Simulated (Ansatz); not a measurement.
The cell is an 8-atom cell of GaSe started from a crystallographic database; cell and atoms were relaxed with r2SCAN+rVV10. It is hexagonal, P6_3/mmc (No. 194); a = 3.754 Å, c = 16.114 Å in the conventional setting, 24.58 Å³ an atom. Around Ga lie 1 Ga at 2.43 Å and 3 Se at 2.46 Å; around Se lie 3 Ga at 2.46 Å.

```
CELL_PARAMETERS angstrom
3.75386 0.00000 0.00000
-1.87693 3.25094 0.00000
0.00000 0.00000 16.11414
ATOMIC_POSITIONS crystal
Ga 0.33333 0.66667 0.17454
Ga 0.66667 0.33333 0.67454
Ga 0.33333 0.66667 0.32546
Ga 0.66667 0.33333 0.82546
Se 0.33333 0.66667 0.60268
Se 0.66667 0.33333 0.10268
Se 0.33333 0.66667 0.89732
Se 0.66667 0.33333 0.39732
```

3 runs of the plane-wave code Ansatz on this cell differ in the functional (and in the settings that go with it). Levels are in eV from each run's valence top; v1 is the last filled band, c1 the first empty one.

Run A, mean stress +1.3 GPa (compression positive):
```
point     v4     v3     v2     v1    c1    c2
    Γ  -1.42  -1.30  -1.30   0.00  1.88  2.75
    M  -2.61  -2.52  -2.50  -1.99  1.96  1.98
    K  -2.49  -2.49  -2.41  -2.41  2.13  2.71
    A  -1.34  -1.34  -0.81  -0.81  2.41  2.41
```

Run B, mean stress +1.1 GPa (compression positive):
```
point     v4     v3     v2     v1    c1    c2
    Γ  -1.44  -1.32  -1.32   0.00  2.50  3.41
    M  -2.64  -2.58  -2.54  -2.02  2.62  2.63
    K  -2.53  -2.53  -2.44  -2.44  2.79  3.38
    A  -1.36  -1.36  -0.83  -0.83  3.05  3.05
```

Run C, mean stress +3.0 GPa (compression positive):
```
point     v4     v3     v2     v1    c1    c2
    Γ  -1.31  -1.20  -1.20   0.00  0.99  1.88
    M  -2.40  -2.37  -2.28  -1.85  1.17  1.33
    K  -2.26  -2.26  -2.24  -2.24  1.54  2.09
    A  -1.24  -1.24  -0.83  -0.83  1.57  1.57
```

**Question.** Match the runs to PBE, HSE06, PBE0.

**Answer.** A is HSE06, B is PBE0, C is PBE. In order of the gap: PBE 0.99, HSE06 1.88, PBE0 2.50 eV.

Calculated for a static, non-magnetic cell.

The runs are scalar-relativistic, without spin-orbit coupling.

The stress of a hybrid is loosely converged in these runs.

The meshes of the hybrids are coarse, so their gaps aren't converged to the digits shown.
